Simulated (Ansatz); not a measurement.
Rh: which structure is lowest?

These are results of Ansatz, DFT, RPBE, plane waves (420 eV) with PAW, scalar-relativistic, not measurements. (PAW data from PBE, frozen cores regenerated.)

Each structure is relaxed within its own symmetry, so a high-lying one may be dynamically unstable.

| structure | ΔE (meV/atom) | V (Å³/atom) | cell | magnetic state |
| --- | --- | --- | --- | --- |
| fcc | 0 | 14.31 | a = 3.854 Å | non-magnetic |
| dhcp | 19 | 14.36 | a = 2.730 Å, c = 8.901 Å (c/a = 3.261) | spin not included |
| hcp | 37 | 14.39 | a = 2.743 Å, c = 4.418 Å (c/a = 1.611) | spin not included |
| omega (AlB2-type) | 216 | 14.75 | a = 4.366 Å, c = 2.680 Å (c/a = 0.614) | spin not included |
| A15 | 284 | 14.87 | a = 4.918 Å | spin not included |
| bcc | 336 | 14.79 | a = 3.093 Å | spin not included |
| simple cubic | 759 | 16.70 | a = 2.556 Å | spin not included |
| diamond | 1031 | 21.52 | a = 5.563 Å | spin not included |

ΔE counts from fcc.

Differences under about 8 meV lie within the error of the k-point mesh.
